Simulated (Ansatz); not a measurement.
# HfO2 monolayer (1T): modes against biaxial strain in the plane of the sheet

Wanted: the shifts of the zone-centre modes of HfO2 monolayer (1T) with strain.

Program: Ansatz 0.2.0. Level of theory: DFT PBE, scalar-relativistic, plane waves, PAW; PAW set soft_1. Results are calculated unless marked as measured.

Report form: the programs' logs are mostly left out.

### 1. Starting point

The cell holds 3 atoms: 1 Hf and 2 O. Cell: a = 3.240 Å, b = 3.240 Å, c = 28.308 Å, α = 90.0°, β = 90.0°, γ = 120.0°. Vacuum lies along c. The height across the vacuum is the one that the program set for its solve, not the one typed.

### 2. A rough relaxation first

The start is far from rest, so a relaxation with loose tolerances brings it close first. The program lengthens the typed cell of 20.0 Å along the normal to 28.3 Å, as its cut-off of the electrostatics needs, and moves no atom.

File input.yaml:

```yaml
crystal:
  lattice:
    - [3.24, 0.0, 0.0]
    - [-1.62, 2.80592, 0.0]
    - [0.0, 0.0, 20.0]
  atoms:
    - { symbol: Hf, position: [0.0, 0.0, 0.5] }
    - { symbol: O, position: [0.333333, 0.666667, 0.55635] }
    - { symbol: O, position: [0.666667, 0.333333, 0.44365] }
  periodic: [true, true, false]
kpoints:
  mp_grid: { grid: [9, 9, 1] }
hamiltonian:
  xc: pbe
  pseudopotentials: { kind: paw, azcp: { folder: soft_1 } }
scf:
  occupations: { method: gaussian, width: 0.1 }
output:
  forces: true
  stress: true
  eigenvalues: true
relax:
  adjacent_minimum: "off"
  f_tol: 0.05
  max_steps: 80
  cell: { stress_2d_tol: 0.02 }
```

The run is started by

```sh
> ansatz run input.yaml --threads 4 --pin off --max-ram 16384MiB --backend cpu --events-out ev --progress --plain --runs-dir out
```

Wall time 14 s (4 threads of Arm Neoverse V1, shared host); peak memory 0.57 GiB; 51 s of CPU time.

Step by step:

```csv
step,energy less that of the first step (eV),largest force component (eV/Å),volume (Å³)
1,0.0000,2.3773,257.35
2,-0.3512,0.5763,260.75
3,-0.3716,0.0400,259.91
4,-0.3721,0.0022,259.32
5,-0.3721,0.0001,259.27
6*,-0.3730,0.0002,259.27
7,-0.3730,0.0001,259.32
8*,-0.3730,0.0001,259.32
```

Relaxation steps marked * repeat the geometry before them on a plane-wave basis chosen anew for their cell, so energy and pressure can jump there.

The run keeps the 12 symmetry operations that it works with, so distortions that break them were not tested.

```csv
cell as run,before,after,change
a (Å),3.240,3.252,+0.4 %
b (Å),3.240,3.252,+0.4 %
```

The atoms that moved most (Å, along periodic axes as changes of fractional coordinates times the final cell, across vacuum about the mean position):

```csv
atom,dx,dy,dz,length
O3,0.000,0.000,0.157,0.157
O2,0.000,0.000,-0.157,0.157
```

Final coordinates:

```
Hf O
1.0
     3.25238    0.00000    0.00000
    -1.62619    2.81665    0.00000
     0.00000    0.00000   28.30800
Hf O
1 2
Direct
  0.00000 0.00000 0.35326
  0.33333 0.66667 0.38752
  0.66667 0.33333 0.31899
```

This step gave:

| Item | Value |
| --- | --- |
| gap on the k-mesh | 4.871 eV |
| area per atom | 3.054 Å² |

The relaxation ends with a largest force component of 1.1e-4 eV/Å.

### 3. Relaxation

The cell and atoms are relaxed, since residual forces and stress would shift the frequencies.

File input.yaml:

```yaml
crystal:
  lattice:
    - [3.2523832784, 0.0, 0.0]
    - [-1.6261916392, 2.816646542, 0.0]
    - [0.0, 0.0, 28.308]
  atoms:
    - { symbol: Hf, position: [0.0, 0.0, 0.3532570298] }
    - { symbol: O, position: [0.3333333333, 0.6666666667, 0.3875245385] }
    - { symbol: O, position: [0.6666666667, 0.3333333333, 0.3189895211] }
  periodic: [true, true, false]
kpoints:
  mp_grid: { grid: [9, 9, 1] }
hamiltonian:
  xc: pbe
  pseudopotentials: { kind: paw, azcp: { folder: soft_1 } }
scf:
  occupations: { method: gaussian, width: 0.02 }
output:
  forces: true
  stress: true
  eigenvalues: true
  write_density: true
  write_potential: true
  elf: true
  volumetric_format: npy
relax:
  adjacent_minimum: "off"
  f_tol: 0.005
  max_steps: 80
  cell: { stress_2d_tol: 0.02 }
```

Wall time 4.3 s (4 threads); peak memory 0.58 GiB.

Little changed from the start: no atom moved by 0.005 Å and no cell edge by 0.1 %.

Valence density in the ac plane at fractional y = 0.000, with atoms of Hf within 0.2 Å of it. It is the smooth field of the valence electrons, not physical close to the nuclei.

Values in e/Å³, 24 rows by 14 columns, each cell a mean:
```
 0  0  0  0  0  0  0  0  0  0  0  0  0  0
 0  0  0  0  0  0  0  0  0  0  0  0  0  0
 0  0  0  0  0  0  0  0  0  0  0  0  0  0
 0  0  0  0  0  0  0  0  0  0  0  0  0  0
 0  0  0  0  0  0  0  0  0  0  0  0  0  0
 0  0  0  0  0  0  0  0  0  0  0  0  0  0
 0  0  0  0  0  0  0  0  0  0  0  0  0  0
 0  0  0  0  0  0  0  0  0  0  0  0  0  0
 0  0  0  0  0  0  0  0  0  0  0  0  0  0
 0  0  0  0  0  0  0  0  0  0  0  0  0  0
 0  0  0  0  0  0  0  0  0  0  0  0  0  0
 0  0  0  0  0  0  0  0  0  0  0  0  0  0
 0  0  0  0  0  0  0  0  0  0  0  0  0  0
 0  0  0  0  0  0  0  0  0  0  0  0  0  0
 1  1  1  0  0  0  0  0  0  0  0  0  1  1
32 22  9  2  1  0  0  0  0  0  1  3 10 24
 1  0  0  0  0  0  0  0  0  0  0  0  0  0
 0  0  0  0  0  0  0  0  0  0  0  0  0  0
 0  0  0  0  0  0  0  0  0  0  0  0  0  0
 0  0  0  0  0  0  0  0  0  0  0  0  0  0
 0  0  0  0  0  0  0  0  0  0  0  0  0  0
 0  0  0  0  0  0  0  0  0  0  0  0  0  0
 0  0  0  0  0  0  0  0  0  0  0  0  0  0
 0  0  0  0  0  0  0  0  0  0  0  0  0  0
```
Columns run along a (3.3 Å), rows up along c (28.3 Å). Atoms in or near the plane, at fractional coordinates: Hf at (0.00, 0.35).

Electrostatic potential energy in the ac plane at fractional y = 0.000, with atoms of Hf within 0.2 Å of it. With pseudopotentials it is smooth inside the atoms' cores, unlike the true potential.

Ten even steps from '_' (-23 eV) to '@' (0 eV), each cell a mean:
```
@@@@@@@@@@@@@@@@@@@@@@@@@@@@@@@@@@
@@@@@@@@@@@@@@@@@@@@@@@@@@@@@@@@@@
@@@@@@@@@@@@@@@@@@@@@@@@@@@@@@@@@@
@@@@@@@@@@@@@@@@@@@@@@@@@@@@@@@@@@
@@@@@@@@@@@@@@@@@@@@@@@@@@@@@@@@@@
@@@@@@@@@@@@@@@@@@@@@@@@@@@@@@@@@@
@@@@@@@@@@@@@@@@@@@@@@@@@@@@@@@@@@
@@@@@@@@@@@@@@@@@@@@@@@@@@@@@@@@@@
@@@@@@@@@@@@@@@@@@@@@@@@@@@@@@@@@@
@@@@@@@@@@@@@@@@@@@@@@@@@@@@@@@@@@
@@@@@@@@@@@@@@@@@@@@@@@@@@@@@@@@@@
@@@@@@@@@@@@@@@@@@@@@@@@@@@@@@@@@@
@@@@@@@@@@@@@@@@@@@@@@@@@@@@@@@@@@
@@@@@@@@@@@@@@@@@@@@@@@@@@@@@@@@@@
------==++####%%%%%%%%####++==----
__________..==**####**==..________
======++**##%%%%%%%%%%%%##**++====
@@@@@@@@@@@@@@@@@@@@@@@@@@@@@@@@@@
@@@@@@@@@@@@@@@@@@@@@@@@@@@@@@@@@@
@@@@@@@@@@@@@@@@@@@@@@@@@@@@@@@@@@
@@@@@@@@@@@@@@@@@@@@@@@@@@@@@@@@@@
@@@@@@@@@@@@@@@@@@@@@@@@@@@@@@@@@@
@@@@@@@@@@@@@@@@@@@@@@@@@@@@@@@@@@
@@@@@@@@@@@@@@@@@@@@@@@@@@@@@@@@@@
```
Columns run along a (3.3 Å; values clipped at the 3rd and 97th percentile), rows up along c (28.3 Å). Atoms in or near the plane, at fractional coordinates: Hf at (0.00, 0.35).

ELF in the ac plane at fractional y = 0.000, with atoms of Hf within 0.2 Å of it. It is the smooth field of the valence electrons, not physical close to the nuclei.

Ten even steps from '0' (0.00) to '9' (0.84), each cell a mean:
```
00000000000000000
00000000000000000
00000000000000000
00000000000000000
00000000000000000
00000000000000000
00000000000000000
00000000000000000
00000000000000000
00000000000000000
00000000000000000
00000000000000000
00000000000000000
00000112222110000
33221246776431223
99985212332125899
22111356776531112
00000011111100000
00000000000000000
00000000000000000
00000000000000000
00000000000000000
00000000000000000
00000000000000000
```
Columns run along a (3.3 Å), rows up along c (28.3 Å). Atoms in or near the plane, at fractional coordinates: Hf at (0.00, 0.35).

### 4. Tight relaxation

Phonons need small forces and stress, so the relaxation is finished with tight tolerances on 9×9×1 k points.

input.yaml, the sections that differ from step 3:

```yaml
scf:
  occupations: { method: fixed }
output:
  forces: true
  stress: true
  eigenvalues: true
relax:
  adjacent_minimum: "off"
  f_tol: 0.001
  max_steps: 60
  cell: { stress_2d_tol: 0.002 }
# crystal, kpoints, hamiltonian: as in step 3
```

Run time: 4.5 s. Hardware: 4 threads; peak memory 0.58 GiB; 16 s of CPU time.

Little changed from the start: no atom moved by 0.005 Å and no cell edge by 0.1 %.

The largest force component left is 0.11 meV/Å, within the tolerances set.

### 5. Zone-centre response at rest

The force constants come from the linear response of the density to a displacement.

The modes at rest are the reference of the series.

input.yaml: that of step 4 with these lines changed.

```diff
@@ -18,9 +18,4 @@
 output:
-  forces: true
-  stress: true
   eigenvalues: true
-relax:
-  adjacent_minimum: "off"
-  f_tol: 0.001
-  max_steps: 60
-  cell: { stress_2d_tol: 0.002 }
+phonons:
+  method: dfpt
```

It took 35 s on 4 threads; peak memory 0.95 GiB; 2.2 min of CPU time.

This step gave:

```
sum-rule residual before enforcement                    : 7.71e-5 eV/Å²
point group                                             : -3m
highest optical mode at the zone centre (no LO-TO term) : 537.7 cm⁻¹
lowest optical zone-centre mode                         : 257.2 cm⁻¹
```

Without the LO-TO term. Patterns of degenerate modes are one choice out of their space. The modes at Γ (shares of kinetic energy by element, %):

```csv
mode,frequency (cm⁻¹),symmetry,Hf %,O %
1,0.0,acoustic,85,15
2,0.0,acoustic,85,15
3,0.0,acoustic,85,15
4,257.2,Eu,15,85
5,257.2,Eu,15,85
6,505.1,Eg,0,100
7,505.1,Eg,0,100
8,522.3,A2u,15,85
9,537.7,A1g,0,100
```

Displacements in mode 5 (257.2 cm⁻¹), the largest set to 1:
```
Hf1  0.00 -0.18  0.00
O2   0.00  1.00  0.00
O3   0.00  1.00  0.00
```

Displacements in mode 9 (537.7 cm⁻¹), the largest set to 1:
```
Hf1  0.00  0.00  0.00
O2   0.00  0.00  1.00
O3   0.00  0.00 -1.00
```

Before it was imposed, the acoustic sum rule was missed by 7.7e-5 eV/Å². Small misses are needed for a sound result but don't prove that mesh and cutoff are converged. The lowest optical mode is real, 257 cm⁻¹.

### 6. Relaxation of a member: biaxial strain of +5 % in the plane of the sheet

The cell takes a biaxial strain of +5 % in the plane of the sheet. The cell is held, and the atoms relax in it.

input.yaml, the sections that differ from step 5:

```yaml
crystal:
  lattice:
    - [3.4150024423, 0.0, 0.0]
    - [-1.7075012212, 2.9574788691, 0.0]
    - [0.0, 0.0, 28.308]
  atoms:
    - { symbol: Hf, position: [0.0, 0.0, 0.3532570298] }
    - { symbol: O, position: [0.3333333333, 0.6666666667, 0.3854036341] }
    - { symbol: O, position: [0.6666666667, 0.3333333333, 0.3211104255] }
  periodic: [true, true, false]
output:
  forces: true
  stress: true
  eigenvalues: true
relax:
  adjacent_minimum: "off"
  f_tol: 0.001
  max_steps: 60
# kpoints, hamiltonian, scf: as in step 5
# phonons: removed
```

Run time: 6.2 s. Hardware: 4 threads; peak memory 0.57 GiB.

Step by step:

```csv
step,energy less that of the first step (eV),largest force component (eV/Å)
1,0.0000,0.2083
2,-0.0019,0.1290
3,-0.0031,0.0007
4,-0.0031,0.0007
```

Forces are held to the 12 operations that the run works with; a distortion that breaks them can't arise in this run.

The atoms that moved most (Å):

```csv
atom,dx,dy,dz,length
O3,0.000,0.000,0.015,0.015
O2,0.000,0.000,-0.015,0.015
```

The relaxed structure:

```xyz
3
Lattice="3.4150 0.0000 0.0000 -1.7075 2.9575 0.0000 0.0000 0.0000 28.3080" Properties=species:S:1:pos:R:3
Hf    0.0000    0.0000   10.0000
O     0.0000    1.9717   10.8951
O     1.7075    0.9858    9.1049
```

Numbers from this step:

| Quantity | Value |
| --- | --- |
| gap on the k-mesh | 4.333 eV |
| area per atom | 3.367 Å² |

The largest force component left is 0.69 meV/Å.

### 7. Modes of this member: biaxial strain of +5 % in the plane of the sheet

The zone-centre modes follow for biaxial strain of +5 % in the plane of the sheet.

input.yaml, the sections that differ from step 6:

```yaml
crystal:
  lattice:
    - [3.4150024423, 0.0, 0.0]
    - [-1.7075012212, 2.957478869, 0.0]
    - [0.0, 0.0, 28.308]
  atoms:
    - { symbol: Hf, position: [0.0, 0.0, 0.3532570298] }
    - { symbol: O, position: [0.3333333333, 0.6666666667, 0.3848788199] }
    - { symbol: O, position: [0.6666666667, 0.3333333333, 0.3216352397] }
  periodic: [true, true, false]
output:
  eigenvalues: true
phonons:
  method: dfpt
# kpoints, hamiltonian, scf: as in step 6
# relax: removed
```

Run time: 38 s. Hardware: 4 threads; peak memory 0.99 GiB.

This step gave:

```
sum-rule residual before enforcement                    : 4.09e-5 eV/Å²
highest optical mode at the zone centre (no LO-TO term) : 490.2 cm⁻¹
lowest optical zone-centre mode                         : 150.7 cm⁻¹
```

Without the LO-TO term. Patterns of degenerate modes are one choice out of their space. The modes at Γ (shares of kinetic energy by element, %):

```csv
mode,frequency (cm⁻¹),symmetry,Hf %,O %
1,0.0,acoustic,85,15
2,0.0,acoustic,85,15
3,0.0,acoustic,85,15
4,150.7,Eu,15,85
5,150.7,Eu,15,85
6,470.7,Eg,0,100
7,470.7,Eg,0,100
8,472.3,A2u,15,85
9,490.2,A1g,0,100
```

Displacements in mode 5 (150.7 cm⁻¹), the largest set to 1:
```
Hf1  0.00 -0.18  0.00
O2   0.00  1.00  0.00
O3   0.00  1.00  0.00
```

Displacements in mode 9 (490.2 cm⁻¹), the largest set to 1:
```
Hf1  0.00  0.00  0.00
O2   0.00  0.00 -1.00
O3   0.00  0.00  1.00
```

The lowest optical mode is real, 151 cm⁻¹, and the highest lies at 490.2 cm⁻¹.

For the highest optical mode at the zone centre (no LO-TO term), step 5 gave 538 cm⁻¹; this run, with strain 5 %, gives 490 cm⁻¹ (-9 %).

### 8. Relaxation of a member: biaxial strain of -3 % in the plane of the sheet

The cell takes a biaxial strain of -3 % in the plane of the sheet. The cell is held, and the atoms relax in it.

input.yaml, the sections that differ from step 7:

```yaml
crystal:
  lattice:
    - [3.1548117801, 0.0, 0.0]
    - [-1.57740589, 2.7321471457, 0.0]
    - [0.0, 0.0, 28.308]
  atoms:
    - { symbol: Hf, position: [0.0, 0.0, 0.3532570298] }
    - { symbol: O, position: [0.3333333333, 0.6666666667, 0.3886040818] }
    - { symbol: O, position: [0.6666666667, 0.3333333333, 0.3179099778] }
  periodic: [true, true, false]
output:
  forces: true
  stress: true
  eigenvalues: true
relax:
  adjacent_minimum: "off"
  f_tol: 0.001
  max_steps: 60
# kpoints, hamiltonian, scf: as in step 7
# phonons: removed
```

The job ended after 5.9 s (4 threads; peak memory 0.53 GiB).

Relaxation path:

```csv
step,energy less that of the first step (eV),largest force component (eV/Å)
1,0.0000,0.2944
2,-0.0042,0.0784
3,-0.0046,0.0001
4,-0.0046,0.0003
```

Forces are held to the 12 operations that the run works with; a distortion that breaks them can't arise in this run.

The atoms that moved most (Å):

```csv
atom,dx,dy,dz,length
O2,0.000,0.000,0.016,0.016
O3,0.000,0.000,-0.016,0.016
```

The relaxed structure:

```
Hf O
1.0
     3.15481    0.00000    0.00000
    -1.57741    2.73215    0.00000
     0.00000    0.00000   28.30800
Hf O
1 2
Direct
  0.00000 0.00000 0.35326
  0.33333 0.66667 0.38915
  0.66667 0.33333 0.31736
```

Numbers from this step:

```
gap on the k-mesh : 4.801 eV
area per atom     : 2.873 Å²
```

The largest force component left is 0.33 meV/Å.

### 9. Modes of this member: biaxial strain of -3 % in the plane of the sheet

The zone-centre modes follow for biaxial strain of -3 % in the plane of the sheet.

input.yaml, the sections that differ from step 8:

```yaml
crystal:
  lattice:
    - [3.1548117801, 0.0, 0.0]
    - [-1.57740589, 2.7321471457, 0.0]
    - [0.0, 0.0, 28.308]
  atoms:
    - { symbol: Hf, position: [0.0, 0.0, 0.3532570298] }
    - { symbol: O, position: [0.3333333333, 0.6666666667, 0.3891520554] }
    - { symbol: O, position: [0.6666666667, 0.3333333333, 0.3173620042] }
  periodic: [true, true, false]
output:
  eigenvalues: true
phonons:
  method: dfpt
# kpoints, hamiltonian, scf: as in step 8
# relax: removed
```

The job ended after 34 s (4 threads; peak memory 0.92 GiB).

This step gave:

```yaml
sum_rule_residual_before_enforcement: 1.29e-4 eV/Å²
highest_optical_mode_at_the_zone_centre_no_lo_to_term: 565.1 cm⁻¹
lowest_optical_zone_centre_mode: 300.1 cm⁻¹
```

Without the LO-TO term. Patterns of degenerate modes are one choice out of their space. Modes at Γ, with each element's share of the kinetic energy:

```csv
mode,frequency (cm⁻¹),symmetry,Hf %,O %
1,0.0,acoustic,85,15
2,0.0,acoustic,85,15
3,0.0,acoustic,85,15
4,300.1,Eu,15,85
5,300.1,Eu,15,85
6,522.4,Eg,0,100
7,522.4,Eg,0,100
8,555.9,A2u,15,85
9,565.1,A1g,0,100
```

The lowest optical mode is real, 300 cm⁻¹, and the highest lies at 565.1 cm⁻¹.

Between step 5 and this run (strain -3 %) the value for the highest optical mode at the zone centre (no LO-TO term) moves from 538 cm⁻¹ to 565 cm⁻¹ (+5 %).

### 10. All members side by side

The members are set side by side, also those not shown above.

Energies are extrapolated to zero smearing, and E0 is that at rest; the cell is clamped and the atoms are relaxed. State of the crystal along the series:

```csv
strain (%),E - E0 (meV/atom),gap on mesh (eV)
-3,35.94,4.801
-2,15.66,4.839
-1,3.83,4.862
0,0,4.871
1,3.682,4.866
2,14.55,4.755
3,32.14,4.609
4,56.11,4.469
5,86.11,4.333
```

Optical modes are counted from below at rest and tracked from member to member by their patterns, and modes that stay within 0.3 cm⁻¹ of each other stand once; labels, where given, are those at rest; the cell is clamped and the atoms are relaxed. Optical modes along the series:

```csv
strain (%),optical mode 1 Eu (cm⁻¹),optical mode 2 Eg (cm⁻¹),optical mode 3 A2u (cm⁻¹),optical mode 4 A1g (cm⁻¹)
-3,300.1,522.4,555.9,565.1
-2,287.3,517,544.4,556.1
-1,273,511.2,533.2,547
0,257.2,505.1,522.3,537.7
1,240,498.6,511.6,528.4
2,221.2,491.9,501.3,519
3,200.4,485,491.3,509.5
4,177.3,477.9,481.6,499.9
5,150.7,470.7,472.3,490.2
```

Value and slope at zero strain of a cubic (a lower polynomial where under five rows exist) through the rows within 2 % of rest. Slopes at rest:

```csv
mode,frequency (cm⁻¹),shift per percent of strain (cm⁻¹)
optical mode 1 Eu,257.2,-16.45
optical mode 2 Eg,505.1,-6.32
optical mode 3 A2u,522.3,-10.79
optical mode 4 A1g,537.7,-9.27
```

### 11. Results

| Quantity | Value |
| --- | --- |
| members | 9 |
| highest optical mode at the zone centre (no LO-TO term), at rest | 537.7 cm⁻¹ |
| optical mode 1 Eu, shift per percent | -16.45 cm⁻¹ |
| optical mode 2 Eg, shift per percent | -6.32 cm⁻¹ |
| optical mode 3 A2u, shift per percent | -10.79 cm⁻¹ |
| optical mode 4 A1g, shift per percent | -9.27 cm⁻¹ |

The fastest shift in the table of slopes is -16.4 cm⁻¹ for each percent (optical mode 1 Eu). These are harmonic frequencies at zero temperature: anharmonic shifts, linewidths and thermal expansion are left out. Spin-orbit coupling is left out, which can matter for the heavy elements here. The starting cell was built on a prototype and not taken from a measurement. Only the zone centre was solved, so an instability at another wavevector cannot show here. In a sheet the LO-TO splitting vanishes at the zone centre, so no such term is missing here.

[Logs are printed without paths, hosts, clocks, repeated set-up lines and the standing remarks that a program may print on its own settings, such as how far it seeks lower states.]

[Hosts, paths, dates, database ids (printed as entryN), source tags and the programs' standing remarks are cut or masked in the printed files.]
